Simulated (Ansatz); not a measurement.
**MgO: which structure wins at one pressure**

Aim: bring MgO in several structures (rocksalt, CsCl, zincblende, wurtzite, NiAs) to one pressure and rank them by enthalpy. The pressure is set by scaling the first phase. The runs shown use LAPW. Companion runs by PAW are cited.

Computed with Ansatz 0.2.0 (DFT, PBE, all-electron LAPW, scalar-relativistic, unless a step's input says otherwise).

### 1 The starting structure

Symmetry: Fm-3m, No. 225, cubic system. The conventional cell has a = 3.779 Å, b = 3.779 Å, c = 3.779 Å, α = 90.00°, β = 90.00°, γ = 90.00°. Mg (site symmetry m-3m) has 6 O at 1.89 Å as nearest neighbours. O (site symmetry m-3m) has 6 Mg at 1.89 Å as nearest neighbours.

As a file:

```
CELL_PARAMETERS angstrom
0.00000 1.88929 1.88929
1.88929 0.00000 1.88929
1.88929 1.88929 0.00000
ATOMIC_POSITIONS crystal
Mg 0.00000 0.00000 0.00000
O 0.50000 0.50000 0.50000
```

Atoms are numbered in the order of the input: Mg1, O2.

### 2 Rocksalt relaxed under pressure, LAPW

Input file input.yaml:

```yaml
crystal:
  lattice:
    - [0.0, 1.889285686, 1.889285686]
    - [1.889285686, 0.0, 1.889285686]
    - [1.889285686, 1.889285686, 0.0]
  atoms:
    - { symbol: Mg, position: [0.0, 0.0, 0.0] }
    - { symbol: O, position: [0.5, 0.5, 0.5] }
kpoints:
  mp_grid: { grid: [17, 17, 17] }
scf:
  occupations: { method: fermi_dirac, width: 0.1 }
hamiltonian:
  xc: pbe
  pseudopotentials: { kind: all_electron, lapw: { basis_error: 0.0005 } }
output:
  forces: true
  stress: true
  eigenvalues: true
relax:
  f_tol: 0.005
  max_steps: 12
  cell: { p_target: 110.0, stress_tol: 0.055 }
```

On the command line:

```sh
> ansatz run input.yaml --threads 1 --pin off --max-ram 3584MiB --backend cpu --events-out ev --progress --plain --runs-dir out
```

What it wrote:

```text
The last accepted step is kept in <dir> (removed where the run ends without a failure and the disk answers)
LAPW: plane waves up to 11.005 Å⁻¹, error target 5.0e-4 eV per atom; small_component_spin mean_spin; O in spheres of 0.889 Å, 8 of its electrons in bands, Dirac shells []; Mg in spheres of 0.944 Å, 10 of its electrons in bands, Dirac shells []
Engine: ansatz 0.2.0
Pseudopotentials: kind: all_electron
Pseudopotential: Mg, LAPW, valence charge 10, Koelling and Harmon's equation, gaussian nucleus
Pseudopotential: O, LAPW, valence charge 8, Koelling and Harmon's equation, gaussian nucleus
Functional definition: PBE
  parameter kappa = 0.804
  parameter beta = 0.06672455060314922
  exchange = pbe_x(kappa = kappa, mu = beta*pi^2/3)
  correlation = pbe_c(beta = beta)
Crystal: 2 atoms, lattice volume = 13.487 Å³
Basis set: ecut = 461.46071459785395 eV, 307 PW (Γ), exchange–correlation at level 2
Bands: 13, of which v1, the nominal top of the filled ones, is band 9 counted from 1 (8 counted from 0)
Symmetry: 48 space group operations
Space group: Fm-3m (ITA 225), of the structure as read, at distance tolerance 2.4e-5 Å
k-points: 165 of 4913
Non-local potential: Mg, projectors of the file, none
Non-local potential: O, projectors of the file, none
Initial density: superposition of atomic densities (chi_scale 0.1, normalization cell, long waves kept (reshape's long-wave potential 0.00 eV rms))
Initial wavefunctions: plane waves of lowest kinetic energy (no species holds an atomic orbital)
Functional: x = pbe(κ = 0.804, μ = 0.2195149727645171), c = pbe(β = 0.06672455060314922)
iter 1 solved again at ethr=1.57e-2 eV; its pass at ethr=1.00e-1 eV (dr2=2.82e0 eV) is discarded
SCF iter   1: F=—  HF=-7503.008178 eV  |F-HF|=—  |Δ(HF+E_count)|=         —  Δρ=1.55e-1  dr2=2.82e0  ethr=1.57e-2  ⟨swp⟩=2.0  Hψ=15018  notcnv=0
preconditioner: auto → none  [insulator: Δε(μ)=10.439 eV  Ē_g=36.342 eV  σ=0.100 eV  W_gap=1.00  n_scr=0 (ndim 8)  ℏωp=37.8 eV  f_vac=0.000  D(μ)=0.00/eV (n_scr^D=0)  ε∞_Penn≈2.1]
iter 2 solved again at ethr=7.95e-5 eV; its pass at ethr=1.56e-2 eV (dr2=1.43e-2 eV) is discarded
SCF iter   2: F=—  HF=-7501.329953 eV  |F-HF|=—  |Δ(HF+E_count)|=    1.68e0  Δρ=2.14e-2  dr2=1.42e-2  ethr=7.95e-5  ⟨swp⟩=2.6  Hψ=11434  notcnv=0  defer=1
SCF iter   3: F=—  HF=-7501.205894 eV  |F-HF|=—  |Δ(HF+E_count)|=         —  Δρ=1.74e-2  dr2=3.48e-2  ethr=7.90e-5  ⟨swp⟩=3.0  Hψ=6939  notcnv=0
the basis was enlarged: its passes take 320.1 KiB over the memory plan, 1 of 1 planned eigensolver slots
SCF iter   4: F=—  HF=-7501.206454 eV  |F-HF|=—  |Δ(HF+E_count)|=   5.60e-4  Δρ=1.21e-3  dr2=1.30e-4  ethr=7.90e-5  ⟨swp⟩=2.0  Hψ=6417  notcnv=0
SCF iter   5: F=—  HF=-7501.206547 eV  |F-HF|=—  |Δ(HF+E_count)|=   9.28e-5  Δρ=2.67e-4  dr2=3.17e-6  ethr=7.20e-7  ⟨swp⟩=2.5  Hψ=5858  notcnv=0
SCF iter   6: F=—  HF=-7501.206562 eV  |F-HF|=—  |Δ(HF+E_count)|=   1.56e-5  Δρ=7.01e-5  dr2=4.72e-7  ethr=1.76e-8  ⟨swp⟩=3.0  Hψ=6291  notcnv=0
SCF iter   7: F=-7501.206563 eV  HF=-7501.206563 eV  |F-HF|=9.23e-10  |Δ(HF+E_count)|=   3.25e-7  Δρ=6.17e-6  dr2=4.05e-9  ethr=2.62e-9  ⟨swp⟩=2.0  Hψ=5776  notcnv=0
SCF 1 converged in 7 iterations: F = -7501.206563 eV  dr2 = 4.05e-9
relax step   1: F+E_penalty+E_count = -7501.20656267 eV  Δ(F+E_penalty+E_count) = +0.000e0 eV  max|allowed force component| = 2.136e-30 eV/Å  Δτ_max = 0.0000 Å  P = +109.820 GPa  Ω = 13.487 Å³  (7 SCF iters, accepted)
Crystal: 2 atoms, lattice volume = 13.485 Å³
Basis set: ecut = 461.51222397754503 eV, 307 PW (Γ), exchange–correlation at level 2
Initial density: handed on by an earlier stage of this run
Initial wavefunctions: those handed on with the density
iter 1 solved again at ethr=1.08e-10 eV; its pass at ethr=1.00e-1 eV (dr2=1.95e-8 eV) is discarded
SCF iter   1: F=—  HF=-7501.205008 eV  |F-HF|=—  |Δ(HF+E_count)|=         —  Δρ=1.23e-5  dr2=1.78e-8  ethr=1.08e-10  ⟨swp⟩=4.4  Hψ=11932  notcnv=0
preconditioner: auto → none  [insulator: Δε(μ)=8.610 eV  Ē_g=22.667 eV  σ=0.100 eV  W_gap=1.00  n_scr=0 (ndim 8)  ℏωp=28.6 eV  f_vac=0.000  D(μ)=0.00/eV (n_scr^D=0)  ε∞_Penn≈2.6]
iter 2 solved again at ethr=1.39e-12 eV; its pass at ethr=9.88e-11 eV (dr2=2.50e-10 eV) is discarded
SCF iter   2: F=-7501.205014 eV  HF=-7501.205014 eV  |F-HF|=8.09e-10  |Δ(HF+E_count)|=   5.93e-6  Δρ=2.62e-6  dr2=2.50e-10  ethr=2.83e-12 (applied; sched 1.39e-12)  ⟨swp⟩=2.0  Hψ=11385  notcnv=0
SCF 2 converged in 2 iterations: F = -7501.205014 eV  dr2 = 2.50e-10
relax step   2: F+E_penalty+E_count = -7501.20501435 eV  Δ(F+E_penalty+E_count) = +1.548e-3 eV  max|allowed force component| = 1.012e-29 eV/Å  Δτ_max = 0.0000 Å  P = +109.911 GPa  Ω = 13.485 Å³  (2 SCF iters, accepted)
Crystal: 2 atoms, lattice volume = 13.483 Å³
Basis set: ecut = 461.5628065041346 eV, 307 PW (Γ), exchange–correlation at level 2
iter 1 solved again at ethr=3.99e-11 eV; its pass at ethr=1.00e-1 eV (dr2=7.18e-9 eV) is discarded
SCF iter   1: F=—  HF=-7501.203487 eV  |F-HF|=—  |Δ(HF+E_count)|=         —  Δρ=7.15e-6  dr2=6.05e-9  ethr=3.99e-11  ⟨swp⟩=4.9  Hψ=12133  notcnv=0
preconditioner: auto → none  [insulator: Δε(μ)=8.612 eV  Ē_g=22.669 eV  σ=0.100 eV  W_gap=1.00  n_scr=0 (ndim 8)  ℏωp=28.6 eV  f_vac=0.000  D(μ)=0.00/eV (n_scr^D=0)  ε∞_Penn≈2.6]
iter 2 solved again at ethr=1.00e-12 eV; its pass at ethr=3.36e-11 eV (dr2=1.60e-10 eV) is discarded
SCF iter   2: F=-7501.203493 eV  HF=-7501.203493 eV  |F-HF|=4.74e-10  |Δ(HF+E_count)|=   5.94e-6  Δρ=2.00e-6  dr2=1.60e-10  ethr=2.83e-12 (applied; sched 1.00e-12)  ⟨swp⟩=2.0  Hψ=11385  notcnv=0
SCF 3 converged in 2 iterations: F = -7501.203493 eV  dr2 = 1.60e-10
relax step   3: F+E_penalty+E_count = -7501.20349309 eV  Δ(F+E_penalty+E_count) = +1.521e-3 eV  max|allowed force component| = 7.100e-30 eV/Å  Δτ_max = 0.0000 Å  P = +109.998 GPa  Ω = 13.483 Å³  (2 SCF iters, accepted)
iter 1 solved again at ethr=1.00e-12 eV; its pass at ethr=1.00e-1 eV (dr2=1.45e-10 eV) is discarded
SCF iter   1: F=—  HF=-7501.203487 eV  |F-HF|=—  |Δ(HF+E_count)|=         —  Δρ=1.91e-6  dr2=1.33e-10  ethr=5.55e-12 (applied; sched 1.00e-12)  ⟨swp⟩=3.9  Hψ=11996  notcnv=0
SCF iter   2: F=-7501.203493 eV  HF=-7501.203493 eV  |F-HF|=6.48e-10  |Δ(HF+E_count)|=   5.94e-6  Δρ=1.56e-6  dr2=2.09e-10  ethr=5.55e-12 (applied; sched 1.00e-12)  ⟨swp⟩=3.8  Hψ=7802  notcnv=0
SCF 4 converged in 2 iterations: F = -7501.203493 eV  dr2 = 2.09e-10
relax step   4: F+E_penalty+E_count = -7501.20349309 eV  Δ(F+E_penalty+E_count) = -5.794e-9 eV  max|allowed force component| = 1.354e-29 eV/Å  Δτ_max = 0.0000 Å  P = +109.998 GPa  Ω = 13.483 Å³  stress off target by 2.05e-3 GPa  SCF on the basis re-selected at this cell (its energy is not comparable with the rows above)  (2 SCF iters)
basis re-selected at this cell: Δ(F+E_penalty+E_count) = -5.794e-9 eV, ΔP = -0.000 GPa vs the last step (what re-selecting the basis moved, after the strain that the cell walked since its last selection, with what the two solves' SCF thresholds leave and, on support functions, any second-order correction that the steps lacked; it is no measure of the basis error at this ecutwfc). This SCF's stress stands 2.05e-3 GPa from its target on what of the cell is left free (relax.cell.stress_tol is 5.50e-2 GPa) and its largest allowed force component is 1.35e-29 eV/Å (relax.f_tol is 5.00e-3 eV/Å): within both
SCF converged after 2 iterations
Free energy (F): -7501.203493 eV
Harris-Foulkes:  -7501.203493 eV  (|F-HF|=6.48e-10)
Internal energy: -7501.203493 eV  (E = F + TS)
E sigma→0 (E₀):  -7501.203493 eV
Fermi energy:    17.018928 eV
--- Per-component energies (eV) ---
  E_band       = -1201.803353
  E_kinetic    = 7532.200525
  E_xc         = -689.593652
  E_electrostatic = -14343.810365  (all electrons and nuclei)
  E_smearing   = -0.000000  (= −TS)
  E_closure    = 0.000000  (closes the sum)
  E_atoms      = -7490.792933  (free atoms, spherical and without spin; not in F)
  Σ components = -7501.203493   (vs F -7501.203493, Δ=0.00e0)
  Basis errors (estimates in eV, not in F): energy 2.5e-4 per atom: plane waves 2.2e-4 (1.2e-4 summed), levels above the bands 4.0e-73, relativity 3.7e-8, radial functions 2.5e-5, core shells 3.6e-10; eigenvalues (radial functions only) 1.7e-6; not estimated: angular momenta, meshes, grids; target (lapw.basis_error) 5.0e-4; muffin-tin radii O 0.889 Å, Mg 0.944 Å
--- Forces (eV/Å), atoms counted from 1 ---
  atom   1  Mg    -0.00000000     0.00000000    -0.00000000
  atom   2  O      0.00000000     0.00000000    -0.00000000
  max |Σ_I F_I| component: 2.55e-29 eV/Å
--- Stress (GPa, compression-positive) ---
      109.997952      -0.000000       0.000000
       -0.000000     109.997952      -0.000000
        0.000000      -0.000000     109.997952
  P = ⅓ Tr σ = 109.9980 GPa (1099.980 kbar)
--- Band table (eV; the first three rows and the last of 165) ---
  k-point 0: bands = ["-490.0314", "-58.8962", "-25.5432", "-25.5432", "-25.5432", "-6.6879", "12.5593", "12.5593", "12.5593", "21.1713", "30.1609", "30.1609", "30.1609"]
  k-point 1: bands = ["-490.0314", "-58.8948", "-25.5542", "-25.5440", "-25.5440", "-6.6221", "12.2897", "12.5168", "12.5168", "21.3906", "29.5532", "30.2923", "30.2923"]
  k-point 2: bands = ["-490.0314", "-58.8908", "-25.5857", "-25.5464", "-25.5464", "-6.4294", "11.5701", "12.3972", "12.3972", "21.9401", "28.4864", "30.6633", "30.6633"]
  k-point 164: bands = ["-490.0314", "-58.8415", "-25.7276", "-25.7087", "-25.6464", "-3.8908", "8.2830", "8.6582", "10.1453", "26.1246", "26.7771", "29.1907", "33.1213"]
--- Relaxed structure (3 steps of the walk, 3 accepted, 1 SCFs on fresh bases) ---
  F+E_penalty+E_count = -7501.20349309 eV   max|allowed force component| = 1.354e-29 eV/Å   (the final SCF, on the basis selected at the relaxed cell)
  cell:  # Å, volume = 13.4828 Å³
    - [9.681206862501621e-34, 1.8890767312907422, 1.8890767312907422]
    - [1.8890767312907422, -7.133520846053825e-34, 1.8890767312907422]
    - [1.8890767312907422, 1.8890767312907422, 1.0190744065791185e-34]
  atoms:
    - { symbol: Mg, position: [-2.799854262179736e-38, 3.2146474860834076e-38, 5.496010217475131e-38] }
    - { symbol: O, position: [0.49999999999999994, 0.49999999999999994, 0.49999999999999994] }
```

Wall time 48 s (1 thread of Intel Xeon Platinum 8259CL at 2.50GHz (Skylake/Cascade Lake), shared host); peak memory 0.52 GiB.

Step by step:

```
step  energy from step 1 (eV/cell)  largest force component (eV/Å)  pressure (GPa)  volume (Å³)
   1                        0.0000                          0.0000          109.82        13.49
   2                        0.0015                          0.0000          109.91        13.48
   3                        0.0031                          0.0000          110.00        13.48
   4                        0.0031                          0.0000          110.00        13.48
```

Step 1 is the start. Step 4 repeats the geometry before on a plane-wave basis chosen anew for that cell, so the energy can jump there without any move; the table keeps such jumps.

| input's cell | before | after | change |
| --- | --- | --- | --- |
| a (Å) | 2.672 | 2.672 | -0.0 % |
| b (Å) | 2.672 | 2.672 | -0.0 % |
| c (Å) | 2.672 | 2.672 | -0.0 % |
| volume (Å³/atom) | 6.74 | 6.74 | -0.0 % |

In short: pressure 110.00 GPa; gap on the k mesh 8.61 eV (an odd mesh misses the zone boundary).

(Part 1 of 3 ends here.)
